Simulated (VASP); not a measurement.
Here is a VASP 6.6.1 calculation.

INCAR

```
SYSTEM = C
ALGO = Fast ; EDIFF = 1E-6
ENCUT = 520 ; GGA = PS
ISIF = 2 ; ISMEAR = -1
LASPH = .TRUE. ; LCHARG = .TRUE.
LELF = .TRUE. ; LREAL = Auto
LVHAR = .TRUE. ; LWAVE = .FALSE.
NBANDS = 51 ; NELM = 100
PREC = Accurate ; SIGMA = 0.05
```

KPOINTS

```
k-points
0
G
  2 2 1
  0 0 0
```

File POSCAR:

```
C
1.0
    7.3980000000      0.0000000000      0.0000000000
   -3.6990000000      6.4068560000      0.0000000000
    0.0000000000      0.0000000000     13.0000000000
C
18
Direct
   -0.0048588156      0.0044483597      0.0821230769
    0.2244504481      0.1095389064      0.0722692308
   -0.0017020890      0.3289288849      0.0848384615
    0.2173082141      0.4342379476      0.0547923077
    0.0068357729      0.6709843330      0.0737615385
    0.2291887787      0.7785722045      0.0736307692
    0.3382580940     -0.0032621304      0.0705846154
    0.5589950049      0.1190443487      0.0646692308
    0.3341182126      0.3270090665      0.0795846154
    0.5606398301      0.4461782815      0.0804769231
    0.3372655560      0.6654746103      0.0621846154
    0.5450049442      0.7772767173      0.0876000000
    0.6531706710     -0.0003902070      0.0924846154
    0.8931039989      0.1147832884      0.0937307692
    0.6700799004      0.3334552860      0.0722769231
    0.8929624778      0.4475362018      0.0755692308
    0.6692585291      0.6680655847      0.0828384615
    0.8759054878      0.7780883479      0.0812000000
```

Potentials or basis: VASP PAW PBE potentials, release 64 (C).

Run with:

```bash
$ cat potpaw_PBE.64/C/POTCAR > POTCAR
$ mpirun -np 1 vasp_std > vasp.out
```

**Question.** Predict the largest force.

**Answer.** 6.240 eV/Å.

**Question.** Estimate the band gap on the k mesh.

**Answer.** 0.21 eV, direct.

Forces on the atoms (eV/Å):
```
C    2.472 -1.078 -0.106
C   -1.041 -1.186  1.076
C    1.207  2.442 -2.539
C    0.601  0.721  3.658
C   -2.576 -0.769  0.536
C   -0.535 -0.479 -1.040
C   -1.440  1.510 -0.299
C    0.255 -3.341  2.122
C   -0.783  1.436 -2.290
C   -0.228 -0.780 -0.522
C   -2.002 -1.655  0.914
C    2.839  0.635 -0.977
C    3.040  0.571 -1.218
C   -3.211 -1.618  0.040
C   -0.687  3.037  0.208
C   -0.110  0.319  0.356
C   -3.813 -1.313  0.703
C    6.013  1.547 -0.621
```

Caveat: the k mesh is coarse (spacing up to 0.49 Å⁻¹), so the values aren't converged; the PAW data sets were made with another functional, which shifts forces and pressure a little. As with any semilocal functional, this PBEsol gap is likely too small.
